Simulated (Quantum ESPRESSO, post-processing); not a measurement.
# black arsenene, 1 layer: a series in biaxial strain, part 2 of 2

Wanted: a table for black arsenene, 1 layer against biaxial strain, and what can be fitted to it.

Quantum ESPRESSO 7.5; plane-wave DFT, PBE, GBRV ultrasoft pseudopotentials.

So far. Step 6 (Bands along a path, -4 %): Along this path the valence top lies near X and the conduction bottom at Γ. Step 7 (Relaxation with pw.x, -3 %): The relaxation lowers the energy by 10 meV an atom.

## 9. Relaxation with pw.x, 3 % (continued)

The steps of the relaxation:

```csv
step,energy less that of the first step (eV),largest force (eV/Å)
1,0.0000,0.4567
2,-0.0149,0.3389
3,-0.0260,0.2062
4,-0.0324,0.0391
5,-0.0325,0.0281
6,-0.0326,0.0162
7,-0.0326,0.0006
```

The atoms that moved most (Å):

```csv
atom,dx,dy,dz,length
As2,-0.034,0.000,0.012,0.036
As3,0.034,0.000,-0.012,0.036
As1,0.033,0.000,0.012,0.035
As4,-0.033,0.000,-0.012,0.035
```

The relaxed structure:

```cif
data_structure
_symmetry_space_group_name_H-M 'P 1'
_symmetry_Int_Tables_number 1
_cell_length_a 4.8986
_cell_length_b 3.8029
_cell_length_c 17.4800
_cell_angle_alpha 90.000
_cell_angle_beta 90.000
_cell_angle_gamma 90.000
_cell_volume 325.63
loop_
_atom_site_label
_atom_site_type_symbol
_atom_site_fract_x
_atom_site_fract_y
_atom_site_fract_z
_atom_site_occupancy
As1 As 0.07777 0.00000 0.43197 1
As2 As 0.42229 0.50000 0.43197 1
As3 As 0.57771 0.50000 0.56803 1
As4 As 0.92223 0.00000 0.56803 1
```

The relaxation lowers the energy by 8 meV an atom.

Numbers from this step:

- free energy: -2191.4995 eV
- Fermi energy: -1.346 eV

## 10. Ground state, 3 %

The input, m7.scf.in:

```
&control
  prefix = 'm7.scf'
  outdir = './out'
  pseudo_dir = './pseudo'
  calculation = 'scf'
  tprnfor = .true.
/
&system
  ibrav = 0
  nat = 4
  ntyp = 1
  ecutwfc = 40
  ecutrho = 200
  occupations = 'smearing'
  smearing = 'fd'
  degauss = 0.002
  nbnd = 14
/
&electrons
  conv_thr = 1e-09
  mixing_beta = 0.4
  electron_maxstep = 120
  mixing_mode = 'plain'
/
ATOMIC_SPECIES
  As  74.9216  as_pbe_v1.uspp.F.UPF
CELL_PARAMETERS angstrom
  4.89855705199000 0.00000000000000 0.00000000000000
  0.00000000000000 3.80289512879000 0.00000000000000
  0.00000000000000 0.00000000000000 17.48000000000000
ATOMIC_POSITIONS crystal
  As  0.077770191200 0.000000000000 0.431973505600
  As  0.422287360500 0.500000000000 0.431973694600
  As  0.577712639500 0.500000000000 0.568026305400
  As  0.922229808800 0.000000000000 0.568026494400
K_POINTS automatic
  8 8 1 0 0 0
```

Launch:

```bash
> OMP_NUM_THREADS=1 mpirun -n 4 pw.x -nk 4 -in m7.scf.in > m7.scf.out
```

Run time: 43 s. Hardware: 4 MPI ranks of Intel Xeon Platinum 8259CL at 2.50GHz (Skylake/Cascade Lake), shared host; peak memory 0.72 GiB; 2.8 min of CPU time.

Read from the output:

| Property | Result |
| --- | --- |
| free energy | -2191.4958 eV |
| valence top, on the run's zero | -1.768 eV |
| conduction bottom, on the run's zero | -0.9214 eV |
| gap by band count | 0.8466 eV |

## 11. Relaxing the ions, 4 %

The input, m8.relax.in:

```
&control
  prefix = 'm8.relax'
  outdir = './out'
  pseudo_dir = './pseudo'
  nstep = 40
  forc_conv_thr = 0.0003
  calculation = 'relax'
  tstress = .true.
/
&system
  ibrav = 0
  nat = 4
  ntyp = 1
  ecutwfc = 50
  ecutrho = 250
  occupations = 'smearing'
  smearing = 'fd'
  degauss = 0.002
/
&electrons
  conv_thr = 1e-09
  mixing_beta = 0.4
  electron_maxstep = 120
  mixing_mode = 'plain'
/
&ions
/
ATOMIC_SPECIES
  As  74.9216  as_pbe_v1.uspp.F.UPF
CELL_PARAMETERS angstrom
  4.94611585832000 0.00000000000000 0.00000000000000
  0.00000000000000 3.83981644072000 0.00000000000000
  0.00000000000000 0.00000000000000 17.48000000000000
ATOMIC_POSITIONS crystal
  As  0.070991644400 0.000000000000 0.431291233900
  As  0.429148027500 0.500000000000 0.431282665300
  As  0.570851972500 0.500000000000 0.568717334700
  As  0.929008355600 0.000000000000 0.568708766100
K_POINTS automatic
  8 8 1 0 0 0
```

Launch:

```bash
> OMP_NUM_THREADS=1 mpirun -n 4 pw.x -nk 4 -in m8.relax.in > m8.relax.out
```

The job ended after 6 min (4 MPI ranks; peak memory 1 GiB).

The steps of the relaxation:

```csv
step,energy less that of the first step (eV),largest force (eV/Å)
1,0.0000,0.5828
2,-0.0245,0.4423
3,-0.0435,0.2820
4,-0.0558,0.0563
5,-0.0562,0.0393
6,-0.0563,0.0221
7,-0.0564,0.0052
```

The atoms that moved most (Å):

```csv
atom,dx,dy,dz,length
As2,-0.045,0.000,0.017,0.048
As3,0.045,0.000,-0.017,0.048
As1,0.045,0.000,0.017,0.048
As4,-0.045,0.000,-0.017,0.048
```

Final coordinates:

```xyz
4
Lattice="4.9461 0.0000 0.0000 0.0000 3.8398 0.0000 0.0000 0.0000 17.4800" Properties=species:S:1:pos:R:3
As    0.3960    0.0000    7.5556
As    2.0774    1.9199    7.5556
As    2.8687    1.9199    9.9244
As    4.5501    0.0000    9.9244
```

The relaxation lowers the energy by 14 meV an atom.

Read from the output:

```
free energy  : -2191.4617 eV
Fermi energy : -1.465 eV
```

## 12. SCF with pw.x, 4 %

The input, m8.scf.in:

```
&control
  prefix = 'm8.scf'
  outdir = './out'
  pseudo_dir = './pseudo'
  calculation = 'scf'
  tprnfor = .true.
/
&system
  ibrav = 0
  nat = 4
  ntyp = 1
  ecutwfc = 40
  ecutrho = 200
  occupations = 'smearing'
  smearing = 'fd'
  degauss = 0.002
  nbnd = 14
/
&electrons
  conv_thr = 1e-09
  mixing_beta = 0.4
  electron_maxstep = 120
  mixing_mode = 'plain'
/
ATOMIC_SPECIES
  As  74.9216  as_pbe_v1.uspp.F.UPF
CELL_PARAMETERS angstrom
  4.94611585832000 0.00000000000000 0.00000000000000
  0.00000000000000 3.83981644072000 0.00000000000000
  0.00000000000000 0.00000000000000 17.48000000000000
ATOMIC_POSITIONS crystal
  As  0.080058210600 0.000000000000 0.432239942400
  As  0.420000736600 0.500000000000 0.432240094900
  As  0.579999263400 0.500000000000 0.567759905100
  As  0.919941789400 0.000000000000 0.567760057600
K_POINTS automatic
  8 8 1 0 0 0
```

Launch:

```bash
> OMP_NUM_THREADS=1 mpirun -n 4 pw.x -nk 4 -in m8.scf.in > m8.scf.out
```

Wall time 44 s (4 MPI ranks); peak memory 0.74 GiB; 2.9 min of CPU time.

Numbers from this step:

```
free energy                          : -2191.4581 eV
valence top, on the run's zero       : -1.862 eV
conduction bottom, on the run's zero : -1.053 eV
gap by band count                    : 0.8088 eV
```

## 13. The series side by side

The series in one table, energies over the lowest:

```csv
biaxial strain,energy (eV),gap along the path (eV),upper vacuum level over the valence top of the mesh (eV),lower vacuum level over that top (eV)
-4 %,0.1234,0.1352,4.16,4.16
-3 %,0.0672,0.3148,4.276,4.276
-2 %,0.0290,0.4802,4.391,4.391
-1 %,0.0071,0.6412,4.5,4.501
0 %,0.0000,0.7945,4.606,4.606
1 %,0.0060,0.8759,4.705,4.705
2 %,0.0239,0.8699,4.804,4.804
3 %,0.0522,0.842,4.872,4.872
4 %,0.0901,0.8027,4.914,4.915
```

## 14. A check by hand

A parabola through the energies within ±2 % has E = 66.12 eV × ε² -0.114 eV × ε; for the curvature, over A = 17.559 Å² this is 66.12 × 1/17.559 × 16.02 = 60 N/m.

## 15. Summary of results

* (C11 + C22)/2 + C12: 60 N/m
* gap along the path, at -4 % and at 4 %: 0.14, 0.80 eV
* upper vacuum level over the valence top of the mesh, at -4 % and at 4 %: 4.16, 4.91 eV
* lower vacuum level over that top, at -4 % and at 4 %: 4.16, 4.91 eV

**Reading.** The series holds 9 members; (C11 + C22)/2 + C12: 60 N/m (PBE, GBRV ultrasoft). The energy is lowest near zero strain. From -4 % to 4 % the gap along the path goes from 0.14 to 0.80 eV by way of 0.88 at 1 %. From -4 % to 4 % the upper vacuum level over the valence top of the mesh rises from 4.16 to 4.91 eV. From -4 % to 4 % the lower vacuum level over that top rises from 4.16 to 4.91 eV. Semilocal gaps are too small; the 1×1 cell can't ripple over many cells under compression as a free sheet would. No spin-orbit coupling.

[Logs are printed without paths, hosts, clocks, repeated set-up lines and the standing remarks that a program may print on its own settings, such as how far it seeks lower states.]

[Hosts, paths, dates, database ids (printed as entryN), source tags and the programs' standing remarks are cut or masked in the printed files.]

[Maps of the electrostatic potential energy from Ansatz leave out the sawtooth potential of an applied field or a dipole correction, so their vacuum need not be flat; planar profiles and work functions include it.]
